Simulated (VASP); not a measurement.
Li: relaxation of cell and atoms with PBE+D3(BJ)

Crystal: Li.

```
CELL_PARAMETERS angstrom
-1.66253 1.66253 1.66253
1.66253 -1.66253 1.66253
1.66253 1.66253 -1.66253
ATOMIC_POSITIONS crystal
Li 0.00000 0.00000 0.00000
```

```json
{"Program": "VASP 6.6.1", "Task": "relaxation of cell and atoms", "Functional": "PBE", "Dispersion": "D3(BJ)", "Potentials or basis": "VASP PAW PBE potentials, release 64 (Li_sv)", "Cutoff": "600 eV", "k mesh": "18 × 18 × 18", "Occupations": "gaussian, width 0.1 eV", "Spin": "no spin polarisation", "Dipole correction": "no", "Further INCAR settings": "ALGO = Normal; EDIFF = 1e-07; IBRION = 2; EDIFFG = -0.005; NSW = 100; ISIF = 3"}
```

| Property | Result |
| --- | --- |
| Relaxed volume | 18.17 Å³/atom |
| Relaxed cell | a = 2.868 Å, b = 2.868 Å, c = 2.868 Å, α = 109.47°, β = 109.47°, γ = 109.47° |
| Space group after relaxing (to 0.05 Å) | Im-3m (No. 229) |
| Energy gained by relaxing | 0.1 meV/atom |
| Ionic steps | 3 |
| Pressure after relaxing | 0.0 GPa |
| Band gap on the k mesh | none (metal or under the smearing width) |
| Dispersion energy per atom | -0.189 eV |

The path:
| step | energy change (eV) | largest force (eV/Å) | pressure (GPa) | volume (Å³) |
| --- | --- | --- | --- | --- |
| 1 | 0.0000 | 0.0000 | -0.18 | 18.38 |
| 2 | -0.0001 | 0.0000 | -0.13 | 18.33 |
| 3 | -0.0001 | 0.0000 | 0.00 | 18.17 |

Final structure:
```
Li
1.0
    -1.65600    1.65600    1.65600
     1.65600   -1.65600    1.65600
     1.65600    1.65600   -1.65600
Li
1
Direct
  0.00000 0.00000 0.00000
```

Levels at points of the mesh, in eV from the Fermi level:
```tsv
k point	band 1	band 2	band 3	band 4
(0.00, 0.00, 0.00)	-46.35	-3.71	15.79	15.79
(0.50, 0.00, 0.00)	-46.32	0.21	3.63	11.17
(0.50, 0.50, 0.50)	-46.30	5.92	5.92	5.92
```

Run time: 15 s on 1 thread of Intel(R) Xeon(R) Platinum 8488C (Sapphire Rapids) (shared host), peak memory 0.14 GiB.

Caveat: the cutoff is under 1.25 times the usual one of these potentials, so pressure, stress and relaxed cells hold a basis-set (Pulay) error; pairwise dispersion overbinds metals, which lowers pressure and volume.
